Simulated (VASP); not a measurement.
# Pt: intraband terms of a metal's spectrum

Pt, Im-3m (no. 229), 1 atom in the cell. PBE, independent-particle dielectric function; PAW potentials Pt (PBE set).

## Input

INCAR.step1:
```
SYSTEM = Pt
EDIFF = 1E-7
ENCUT = 270
ISMEAR = 1
KPAR = 4
LASPH = .TRUE.
LCHARG = .TRUE.
LMAXMIX = 4
LWAVE = .FALSE.
PREC = Accurate
SIGMA = 0.1
```

INCAR.step2:
```
SYSTEM = Pt
CSHIFT = 0.1
EDIFF = 1E-6
ENCUT = 270
ICHARG = 11
ISMEAR = 0
KPAR = 4
LASPH = .TRUE.
LCHARG = .FALSE.
LMAXMIX = 4
LWAVE = .TRUE.
NBANDS = 19
NEDOS = 3000
OMEGAMAX = 30
PREC = Accurate
SIGMA = 0.3
```

INCAR.step3, as INCAR.step2 but for:
```
- LWAVE = .TRUE.
+ ALGO = None
+ ISTART = 1
+ LOPTICS = .TRUE.
+ LWAVE = .FALSE.
+ NELM = 1
```

INCAR.step4, as INCAR.step3 but for:
```
+ WPLASMAI = 0.03
```

INCAR.step5 to INCAR.step6 change the same tag again: WPLASMAI = 0.1, 0.3.

INCAR.step7, as INCAR.step6 but for:
```
- WPLASMAI = 0.3
+ RTIME = 5
```

INCAR.step8, as INCAR.step7 but for:
```
- RTIME = 5
+ RTIME = 1
```

INCAR.step9, as INCAR.step8 but for:
```
- RTIME = 1
+ LNABLA = .TRUE.
```

INCAR.step10, as INCAR.step9 but for:
```
- ISMEAR = 0
- LNABLA = .TRUE.
+ ISMEAR = -5
```

KPOINTS.step1:
```
k-points
0
Gamma
  12 12 12
```

KPOINTS.step2:
```
k-points
0
Gamma
  24 24 24
```

POSCAR:
```
Pt
1.0
   -1.5842200000      1.5842200000      1.5842200000
    1.5842200000     -1.5842200000      1.5842200000
    1.5842200000      1.5842200000     -1.5842200000
Pt
1
Direct
    0.0000000000      0.0000000000      0.0000000000
```

Commands (each step's output is kept before the next begins):
```
cat potpaw_PBE.64/Pt/POTCAR > POTCAR
cp INCAR.step1 INCAR
cp KPOINTS.step1 KPOINTS
mpirun -np 4 vasp_std > vasp.out
cp INCAR.step2 INCAR
cp KPOINTS.step2 KPOINTS
mpirun -np 4 vasp_std > vasp.out
cp INCAR.step3 INCAR
mpirun -np 4 vasp_std > vasp.out
cp INCAR.step4 INCAR
mpirun -np 4 vasp_std > vasp.out
cp INCAR.step5 INCAR
mpirun -np 4 vasp_std > vasp.out
cp INCAR.step6 INCAR
mpirun -np 4 vasp_std > vasp.out
cp INCAR.step7 INCAR
mpirun -np 4 vasp_std > vasp.out
cp INCAR.step8 INCAR
mpirun -np 4 vasp_std > vasp.out
cp INCAR.step9 INCAR
mpirun -np 4 vasp_std > vasp.out
cp INCAR.step10 INCAR
mpirun -np 4 vasp_std > vasp.out
```

## Result

- Bands: 19

One ground state, settings moved in the last step alone:

| Settings | Plasma frequency (eV) | Im ε at 0.5 eV | Im ε at 1 eV | Im ε at 2 eV | Im ε at 4 eV | Time (s) |
|---|---|---|---|---|---|---|
| interband part alone | 9.37 | 36.8 | 37.6 | 14.4 | 6.8 | 7 |
| Drude term, WPLASMAI 0.03 | 9.37 | 57.8 | 40.2 | 14.8 | 6.8 | 9 |
| Drude term, WPLASMAI 0.1 | 9.37 | 104.4 | 46.3 | 15.5 | 6.9 | 7 |
| Drude term, WPLASMAI 0.3 | 9.37 | 191.8 | 61.8 | 17.7 | 7.2 | 9 |
| relaxation time RTIME 5 fs | 9.37 | 123.3 | 48.9 | 15.9 | 6.9 | 9 |
| relaxation time RTIME 1 fs | 9.37 | 206.1 | 77.9 | 21.0 | 7.6 | 8 |
| transversal form (LNABLA) | 8.88 | 32.0 | 33.0 | 13.3 | 6.4 | 7 |
| tetrahedron method | – | – | – | – | – | no result |

Limits: Spin-orbit coupling is left out, which can matter with atoms this heavy.

VASP 6.6.1 took 73 s on 4 cores (AMD EPYC 7R13 (Zen 3)), a shared host.
